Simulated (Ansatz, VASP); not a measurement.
# AlSi11HO24 (Al-H pair in alpha-quartz): VASP beside Ansatz, part 2 of 2

One calculation is typed for both programs; each brings its own data sets. How far apart do they land? The cell is taken from a series of runs on this material, whose earlier steps may have relaxed, scaled, displaced or heated it; both programs get it as it stands.

VASP 6.6.1 and Ansatz 0.2.0.

So far: Set-up; Ansatz: single point, HSE06.

**3. VASP: single point, HSE06**

Level of this step: HSE06; plane waves and PAW (Si, O, Al, H) (VASP).

The same cell, functional, mesh and smearing now go to VASP, with its own data sets.

Lines of VASP's logs that name or quote its potential files are left out, and so is its time.

The run reads the wave functions of an earlier VASP run, which isn't shown here.

The input, INCAR:

```
SYSTEM = AlSi11HO24
PREC = Accurate
ENCUT = 520
EDIFF = 1E-06
NELM = 100
ISMEAR = -1
SIGMA = 0.01
LREAL = Auto
ALGO = Normal
LHFCALC = .TRUE.
AEXX = 0.25
GGA = PE
HFSCREEN = 0.208
LASPH = .TRUE.
NBANDS = 121
PRECFOCK = Fast
LORBIT = 11
LWAVE = .FALSE.
LCHARG = .FALSE.
ISIF = 2
```

The input, POSCAR:

```
AlSi11HO24
1.0
   -2.5091692155      4.3460085660      5.5089740514
    5.0183384309      0.0000000000      5.5089740514
    5.0183384309      8.6920171319      0.0000000000
Si O Al H
11 24 1 1
Direct
    0.0753038593      0.5712305407      0.4474322466
    0.5782723309      0.0829139810      0.2161683457
    0.3963397008      0.9210038285      0.0494384867
    0.9036830289      0.4247204833      0.2738168932
    0.9904100793      0.9937111200      0.2614865571
    0.5040289851      0.5042646701      0.0034150440
    0.1021544046      0.5756640885      0.9422596632
    0.5919353954      0.0751107291      0.7151833332
    0.3959707508      0.9454310052      0.5456838588
    0.9065958684      0.4308285504      0.7846052754
    0.9956552516      0.0074452001      0.7666493986
    0.3081737380      0.4655351655      0.4545771726
    0.7976288729      0.9762813272      0.2324001887
    0.4336856689      0.0898743647      0.3784578549
    0.9523706441      0.5135649927      0.0987223226
    0.4412828615      0.6876691592      0.0727167618
    0.9476353331      0.1879592963      0.3130098947
    0.1647509269      0.9986512965      0.1140898696
    0.6848972709      0.5145230182      0.3477812223
    0.0534164126      0.4767947415      0.3344631282
    0.5160219193      0.9654267272      0.1377739674
    0.0547194704      0.8030120084      0.3894125944
    0.5666471396      0.3083258574      0.1256377772
    0.3242074906      0.4876328169      0.9569959232
    0.8167935579      0.9814390657      0.7253654874
    0.4508111033      0.0305178751      0.8794673349
    0.9377174493      0.5144577835      0.6088409135
    0.4150134055      0.7264755028      0.5500468793
    0.9291931434      0.1968775165      0.8315630654
    0.1746361014      0.0440682850      0.6234659054
    0.6877625580      0.5308551005      0.8625157621
    0.0675688376      0.4872114618      0.8284378419
    0.5491553065      0.9627440418      0.6198995118
    0.0654711193      0.8115708626      0.8869351205
    0.5556636783      0.3044875542      0.6450436300
    0.5057655319      0.5066678054      0.5077176884
    0.3702349743      0.3147370176      0.4022816810
```

The input, KPOINTS:

```
Automatic mesh
0
Gamma
1 1 1
0 0 0
```

PAW data sets: Si, O, Al and H (PBE family, release 64).

The run is started by

```
export OMP_NUM_THREADS=3
mpirun -np 1 vasp_gam
```

Numbers of over 12 decimals in the logs are rounded to 6 here.

The program printed:

```text
[banner, memory and clock lines left out]
running    1 mpi-ranks, on    1 nodes
[...]
Offloading initialized ...    1 GPUs detected
[...]
LDA part: xc-table for (Slater+PW92), standard interpolation
 found WAVECAR, reading the header
 POSCAR, INCAR and KPOINTS ok, starting setup
[...]
reading WAVECAR
 the WAVECAR file was read successfully
 initial charge from wavefunction
 entering main loop
       N       E                     dE             d eps       ncg     rms          rms(c)
DAV:   1    -0.351199335862E+03   -0.35120E+03   -0.58512E+00   276   0.869E+00    0.129E+01
DAV:   2    -0.351244174904E+03   -0.44839E-01   -0.21982E-01   292   0.142E+00    0.967E+00
DAV:   3    -0.351226325077E+03    0.17850E-01   -0.18735E-02   292   0.403E-01    0.608E+00
DAV:   4    -0.351222264498E+03    0.40606E-02   -0.60895E-03   284   0.211E-01    0.360E+00
[...]
DAV:   9    -0.351220472698E+03    0.90700E-05   -0.74270E-06   292   0.111E-02    0.229E-01
DAV:  10    -0.351220471177E+03    0.15217E-05   -0.22546E-06   188   0.661E-03    0.133E-01
DAV:  11    -0.351220471443E+03   -0.26630E-06   -0.12109E-06   188   0.505E-03
   1 F= -.35122047E+03 E0= -.35122047E+03  d E =-.247749E-13
```

From OUTCAR (step 3):

```text
  Total       -4.3747486     -1.2911968     -1.8851742     -0.5096262     -1.4765820     -5.7268602
  in kB      -14.5841943     -4.3044906     -6.2846462     -1.6989518     -4.9225136    -19.0917582
  external PRESSURE =      -8.3911104 kB  Pullay stress =       0.0000000 kB

 POSITION                                       TOTAL-FORCE (eV/Angst)
 -----------------------------------------------------------------------------------
      4.92304      4.21636      3.56174        -0.647683      0.658760      0.343848
      0.04991      4.39212      3.64246        -0.722936     -0.445298      0.425327
      3.87552      2.15222      7.25721        -0.039738     -0.087621     -0.115751
      1.23800      6.30744      7.31814         0.123929      0.069169      0.092103
      3.81390      6.57718     10.93047        -0.071135      0.248357     -0.009052
      1.28301      2.22020      5.55466         0.065329     -0.121323      0.096180
      7.36113      8.63410      3.73408        -0.037174     -0.031882     -0.051090
      2.48070      8.78894      3.67474         0.099860      0.002606      0.131319
      6.48936      6.46399      7.38975         0.148179      0.722002     -0.620454
      3.82466     10.75988      7.36784        -0.101132     -0.172414      0.144169
      1.38640     10.99086      5.52605         0.064133      0.013402     -0.025992
      3.84418      5.29052      4.26234        -3.671364     -0.573208     -1.483897
      4.06419      5.48653      9.77243         0.190311     -0.121769     -0.153768
      1.26206      5.17436      2.88428         0.970027     -0.211817      0.560744
[...]
-----------------------------------------------------------------------------------
    total drift:                               -0.022515      0.006922     -0.017658

  FREE ENERGIE OF THE ION-ELECTRON SYSTEM (eV)
  ---------------------------------------------------
  free  energy   TOTEN  =      -351.2204714431 eV

  energy  without entropy=     -351.2204714431  energy(sigma->0) =     -351.22047144

[... 3 further parts left out ...]
[key lines of the parts left out:]
E-fermi :  -0.1176
```

The run ends at a pressure of -0.84 GPa, with forces up to 4.0 eV/Å.

**4. Differences**

Known differences besides the potentials themselves: exact exchange at q = 0 is treated differently, which shows on coarse meshes; VASP keeps PBE cores, Ansatz makes them for the functional; the cutoff is 420 eV in Ansatz and 520 eV in VASP (PREC = Accurate, projectors in real space); VASP takes a coarser grid for exact exchange (PRECFOCK = Fast). Total energies have different zeros and are not compared.

The two programs side by side:

```csv
quantity,Ansatz,VASP,difference
gap on the k mesh (eV),7.058,7.078,-0.020
```

Forces on 8 of the 37 atoms, those with the largest forces and the largest differences (eV/Å; atoms numbered as in POSCAR):

```csv
atom,"Ansatz x, y, z","VASP x, y, z"
Si1,"-0.653, 0.634, 0.333","-0.648, 0.659, 0.344"
Si2,"-0.706, -0.438, 0.424","-0.723, -0.445, 0.425"
Si8,"0.119, -0.017, 0.158","0.100, 0.003, 0.131"
Si9,"0.139, 0.740, -0.632","0.148, 0.722, -0.620"
O12,"-3.685, -0.590, -1.508","-3.671, -0.573, -1.484"
O14,"0.968, -0.228, 0.555","0.970, -0.212, 0.561"
Al36,"-0.103, -0.431, -0.498","-0.074, -0.447, -0.511"
H37,"3.415, 0.640, 1.142","3.376, 0.638, 1.125"
```

The forces differ by 13 meV/Å r.m.s., which is 2.4 % of the r.m.s. force of 0.559 eV/Å (both taken over all components). A gap on the mesh is an upper bound, since the band edges may lie between its points.

**5. Outcome**

```
r.m.s. force difference (single point, HSE06) : 2.4 % of the r.m.s. force
```

In words: The r.m.s. force difference is 2.4 % of the r.m.s. force (single point, HSE06), within the 3 % picked in this series as the mark of a large difference. Such differences can come from data sets, numerical settings and the points named under the comparisons, not from the functional's error against experiment.

[Lines on the potential files, build, host, timing and source positions are cut from VASP's logs without a mark.]

[Logs are printed without paths, hosts, clocks, repeated set-up lines and the standing remarks that a program may print on its own settings, such as how far it seeks lower states.]

[Hosts, paths, dates, database ids (printed as entryN), source tags and the programs' standing remarks are cut or masked in the printed files.]
